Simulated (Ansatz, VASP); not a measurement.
## Au in VASP and in Ansatz

```xyz
1
Lattice="0.0000 2.0790 2.0790 2.0790 0.0000 2.0790 2.0790 2.0790 0.0000" Properties=species:S:1:pos:R:3 pbc="T T T"
Au    0.0000    0.0000    0.0000
```

Alike in both runs: functional PBE; k mesh 18 × 18 × 18; occupations fermi-dirac, width 0.05 eV; no spin polarisation.

Ansatz relaxed the structure, and its values are those at the end. VASP's run is a single point on that final structure, the one shown.

|  | VASP | Ansatz |
| --- | --- | --- |
| version | VASP 6.6.1 | Ansatz 0.2.0 |
| potentials or method | VASP PAW PBE potentials, release 64 (Au) | PAW with Ansatz's default frozen-core files, scalar-relativistic |
| plane-wave cutoff (eV) | 520 | 420 |
| valence electrons in the cell | 11 | 19 |

|  | VASP | Ansatz | Ansatz less VASP |
| --- | --- | --- | --- |
| pressure (GPa) | -0.2 | 0.0 | +0.24 |

With one functional, cell and mesh, what is left measures potentials, basis and numerics. The two sets of potentials don't hold the same shells in valence.

The runs have no spin-orbit coupling, so splittings on Au are missing.
